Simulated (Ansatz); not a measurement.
**Na under changes of volume**

One of the cells (39.256 Å³/atom); the others are scaled copies at fixed shape and fractional positions:

```
Na
1.0
    -2.14100    2.14100    2.14100
     2.14100   -2.14100    2.14100
     2.14100    2.14100   -2.14100
Na
1
Cartesian
  0.0000 0.0000 0.0000
```

```yaml
Program: Ansatz 0.2.0
Functional: PBE
Potentials_or_basis: all-electron LAPW, scalar-relativistic
Cutoff: 84 eV (chosen from the basis error)
Basis_error_allowed: 0.0005 eV/atom
k_mesh: 9 × 9 × 9
Occupations: fermi-dirac, width 0.05 eV
Spin: no spin polarisation
```

| volume (Å³/atom) | energy over the lowest point (meV/atom) | pressure (GPa) |
| --- | --- | --- |
| 36.901 | 0.00 | 0.0 |
| 37.686 | 0.38 | -0.1 |
| 38.471 | ? | ? |
| 39.256 | 3.26 | -0.4 |
| 40.041 | 5.65 | -0.5 |
| 40.827 | 8.59 | -0.6 |
| 41.612 | 12.02 | -0.7 |

**Question.** What does the run at 38.471 Å³/atom give?

**Answer.** Energy over the lowest point 1.49 meV/atom; pressure -0.3 GPa.

Worked out: A Birch-Murnaghan fit of order 3 (a polynomial in V^(-2/3)) to the other rows has its minimum at 36.92 Å³/atom with B0 = V·E''(V) = 7.8 GPa and B' = 3.6. It gives 1.49 meV/atom at 38.471 Å³/atom, against the run's 1.49, and -dE/dV = -0.3 GPa, against -0.3.

Energies are extrapolated to zero smearing.
